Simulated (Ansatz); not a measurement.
Runs of Ansatz 0.2.0 on HfS2. The cell holds a sheet with vacuum, 3 atoms: a = 3.652 Å, b = 3.652 Å, c = 29.874 Å, α = 90.00°, β = 90.00°, γ = 120.00°. The cell was built by a generator and needn't be a form met in nature.

```csv
task,level,cutoff (eV),basis error allowed,gap on the mesh (eV),largest force (eV/Å),work function (eV)
single point,PBEsol,230,0.002 eV/atom,1.22,0.30,5.81
single point,PBE,251,0.001 eV/atom,1.30,-,5.77
single point,LDA,231,0.002 eV/atom,(b),(a),6.00
single point,PBE,230,0.002 eV/atom,1.30,-,5.77
projected density of states,PBE,230,0.002 eV/atom,1.30,-,5.77
```

Alike in all rows: potentials or basis all-electron LAPW, scalar-relativistic; no spin polarisation; cell as given; k mesh 8 × 8 × 1; smearing fermi-dirac 0.05 eV.

Q: Fill in the values left out.

A: (a) 0.57; (b) 1.15.

Caveats: spin-orbit coupling is left out, which moves the levels of the heavy elements; the density of states is complete only up to the lowest level of the last band computed (some runs).

A k mesh can miss the band edges, and the runs leave out spin-orbit coupling on Hf.
